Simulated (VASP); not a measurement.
# Ni (P6_3/mmc) in VASP: notebook, part 2 of 2

VASP 6.6.1. The steps go on from the part before.

## Step 5: Single point, PBE, collinear spin, ferromagnetic start

Input file INCAR:

```
  ADDGRID = F
  ALGO = Normal
  EDIFF = 1E-6
  ENCUT = 450
  GGA = PE
  ISIF = 2
  ISMEAR = 0
  ISPIN = 2
  LASPH = T
  LCHARG = F
  LMAXMIX = 4
  LORBIT = 11
  LREAL = F
  LWAVE = F
  MAGMOM = 1 1
  NBANDS = 21
  NELM = 100
  PREC = Accurate
  SIGMA = 0.2
```

Input file KPOINTS:

```
k-points
0
Gamma
  13 13 7
```

Input file POSCAR:

```
Ni
1.0
    2.4480228978      0.0000000000      0.0000000000
   -1.2240114489      2.1200500186      0.0000000000
    0.0000000000      0.0000000000      4.0728075700
Ni
2
Direct
    0.6666666667      0.3333333333      0.7500000000
    0.3333333333      0.6666666667      0.2500000000
```

Potentials or basis: VASP PAW PBE potentials, release 64 (Ni).

On the command line:

```
$ cat potpaw_PBE.64/Ni/POTCAR > POTCAR
$ mpirun -np 1 vasp_std > vasp.out
```

OUTCAR:

```text
EDIFF = 1E-6
   ENCUT = 450
   GGA = PE
   ISIF = 2
   ISMEAR = 0
   ISPIN = 2
   LASPH = T
   LORBIT = 11
   LREAL = F
   NELM = 100
   PREC = Accurate

 Found     84 irreducible k-points:

 Following reciprocal coordinates:
            Coordinates               Weight
  0.000000  0.000000  0.000000      1.000000
  0.076923 -0.000000  0.000000      6.000000
  0.153846  0.000000  0.000000      6.000000
  0.230769 -0.000000  0.000000      6.000000
  0.307692  0.000000  0.000000      6.000000
  0.384615  0.000000  0.000000      6.000000
   k-points           NKPTS =     84   k-points in BZ     NKDIM =     84   number of bands    NBANDS=     21
   number of dos      NEDOS =    301   number of ions     NIONS =      2
   total plane-waves  NPLWV =   9072
   dimension x,y,z NGX =    18 NGY =   18 NGZ =   28
   dimension x,y,z NGXF=    36 NGYF=   36 NGZF=   56
   ions per type =               2
   NGX,Y,Z   is equivalent  to a cutoff of  12.22, 12.22, 11.43 a.u.
   NGXF,Y,Z  is equivalent  to a cutoff of  24.45, 24.45, 22.86 a.u.
 SYSTEM =  unknown system
   PREC   = accura    normal or accurate (medium, high low for compatibility)
[... 212 lines left out ...]

 spin component 2

 k-point     1 :       0.0000    0.0000    0.0000
  band No.  band energies     occupation
      1       0.5498      1.00000
      2       5.1819      1.00000
      3       7.9358      1.00000
      4       8.0688      1.00000
      5       8.0688      1.00000
      6       8.3507      1.00000
[... 133 lines left out ...]
     20      35.9314      0.00000
     21      38.1397      0.00000

 [... further k-points ...]
[... 5 lines left out ...]
  --------------------------------------------------------------------------------------
  -------------------------------------------------------------------------------------
  Total        1.0561603      1.0561603      0.6069430      0.0000000      0.0000000      0.0000000
  in kB       80.0543519     80.0543519     46.0047846      0.0000000      0.0000000      0.0000000
  external PRESSURE =      68.7044962 kB  Pullay stress =       0.0000000 kB

 VOLUME and BASIS-vectors are now :
 -----------------------------------------------------------------------------
  energy-cutoff  :      450.00
  volume of cell :       21.14
      direct lattice vectors                 reciprocal lattice vectors
     2.448022898  0.000000000  0.000000000     0.408492911  0.235843492  0.000000000
    -1.224011449  2.120050019  0.000000000     0.000000000  0.471686984  0.000000000
     0.000000000  0.000000000  4.072807570     0.000000000  0.000000000  0.245530873

 POSITION                                       TOTAL-FORCE (eV/Angst)
 -----------------------------------------------------------------------------------
      1.22401      0.70668      3.05461         0.000000     -0.000000      0.000000
     -0.00000      1.41337      1.01820        -0.000000      0.000000      0.000000
 -----------------------------------------------------------------------------------
    total drift:                               -0.000000      0.000000     -0.000000

  FREE ENERGIE OF THE ION-ELECTRON SYSTEM (eV)
  ---------------------------------------------------
  free  energy   TOTEN  =       -10.9151432258 eV

  energy  without entropy=      -10.8364112707  energy(sigma->0) =      -10.87577725

 total charge

# of ion       s       p       d       tot
------------------------------------------
    1        0.510   0.523   8.331   9.364
    2        0.510   0.523   8.331   9.364
--------------------------------------------------
tot          1.019   1.046  16.663  18.728

 magnetization (x)

# of ion       s       p       d       tot
------------------------------------------
    1       -0.005  -0.024   0.655   0.626
    2       -0.005  -0.024   0.655   0.626
--------------------------------------------------
tot         -0.010  -0.049   1.311   1.252
```

OSZICAR:

```text
N       E                     dE             d eps       ncg     rms          rms(c)
DAV:   1     0.890136605505E+02    0.89014E+02   -0.83101E+03  7624   0.127E+03
DAV:   2    -0.782753309858E+01   -0.96841E+02   -0.89249E+02  7176   0.220E+02
DAV:   3    -0.128916922983E+02   -0.50642E+01   -0.48775E+01  8079   0.580E+01
DAV:   4    -0.129512963709E+02   -0.59604E-01   -0.59570E-01  8177   0.592E+00
DAV:   5    -0.129528631698E+02   -0.15668E-02   -0.15668E-02  8230   0.954E-01    0.145E+01
DAV:   6    -0.115386782547E+02    0.14142E+01   -0.68293E+00  8323   0.567E+01    0.834E+00
DAV:   7    -0.109517663606E+02    0.58691E+00   -0.14234E+00  8149   0.228E+01    0.281E+00
DAV:   8    -0.109210696790E+02    0.30697E-01   -0.11992E-02 10090   0.139E+00    0.134E+00
DAV:   9    -0.109163779757E+02    0.46917E-02   -0.66165E-04 10965   0.300E-01    0.408E-01
DAV:  10    -0.109151510784E+02    0.12269E-02   -0.11853E-04 11354   0.215E-01    0.435E-02
DAV:  11    -0.109151518600E+02   -0.78161E-06   -0.29841E-05  9094   0.666E-02    0.305E-02
DAV:  12    -0.109151430136E+02    0.88464E-05   -0.21524E-06  8312   0.231E-02    0.173E-02
DAV:  13    -0.109151432258E+02   -0.21216E-06   -0.16970E-06  6116   0.127E-02
   1 F= -.10915143E+02 E0= -.10875777E+02  d E =-.787320E-01  mag=     1.2348
```

It took 24 s on 1 thread of AMD EPYC 9R45 (Zen 5), shared host; peak memory 0.13 GiB.

The run converged, but some of its settings lie outside the range that counts as converged, so its numbers aren't taken as properties of the crystal.

Results:

```
Free energy                                           : -10.9151 eV
Pressure                                              : 6.9 GPa
Band gap on the k mesh                                : none (metal or under the smearing width)
Net moment                                            : 1.23 μB per cell
Site moments                                          : Ni +0.63 μB
Valence electrons inside the program's atomic spheres : Ni 9.36
```

## Step 6: Single point, PBE, collinear spin, ferromagnetic start

Changes to INCAR since step 5:

```diff
@@ -18,2 +18,2 @@
   PREC = Accurate
-  SIGMA = 0.2
+  SIGMA = 0.05
```

KPOINTS is that of step 5.

POSCAR is that of step 5.

Potentials or basis: VASP PAW PBE potentials, release 64 (Ni).

On the command line:

```
$ cat potpaw_PBE.64/Ni/POTCAR > POTCAR
$ mpirun -np 1 vasp_std > vasp.out
```

Run time: 24 s. Hardware: 1 thread of AMD EPYC 9R45 (Zen 5), shared host; peak memory 0.13 GiB.

These settings aren't checked as converged: the numbers below hold their error.

Results:

```yaml
Free_energy: -10.8751 eV
Pressure: 6.5 GPa
Band_gap_on_the_k_mesh: none (metal or under the smearing width)
Net_moment: 1.25 μB per cell
Site_moments: Ni +0.63 μB
Valence_electrons_inside_the_program's_atomic_spheres: Ni 9.36
```
